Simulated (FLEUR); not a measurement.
Crystal: Au.

```
CELL_PARAMETERS angstrom
-1.65727 1.65727 1.65727
1.65727 -1.65727 1.65727
1.65727 1.65727 -1.65727
ATOMIC_POSITIONS crystal
Au 0.00000 0.00000 0.00000
```

This isn't the form of Au at room conditions, which is fcc.

* Program: FLEUR MaX-R8.1 (later development tree)
* Task: single point
* Functional: PBE
* Potentials or basis: all-electron
* Basis: FLAPW
* Kmax: 4.1 1/bohr
* k mesh: 11 × 11 × 11
* Occupations: fermi-dirac, width 0.05 eV
* Spin: no spin polarisation
* Gmax: 12.7 1/bohr
* Muffin-tin radii: Au 2.46 bohr
* lmax: Au 10
* Local orbitals a species: Au 5
* Max iterations: 60
* Mixing factor: 0.05
* Mixer: Anderson
* Mixer history: 15
* Density convergence: 1e-05 me/bohr^3

On this cell: band gap on the k mesh none (metal or under the smearing width).

The same run follows on a disturbed copy (cell strained at random at fixed volume):

```
CELL_PARAMETERS angstrom
-1.66724 1.61085 1.66470
1.60373 -1.63568 1.62603
1.73643 1.70488 -1.68953
ATOMIC_POSITIONS crystal
Au 0.99012 0.98291 0.97870
```

Question: What does the disturbed cell give?

Answer: The energy (extrapolated to zero smearing) moves by +6.5 meV/atom; band gap on the k mesh none (metal or under the smearing width).
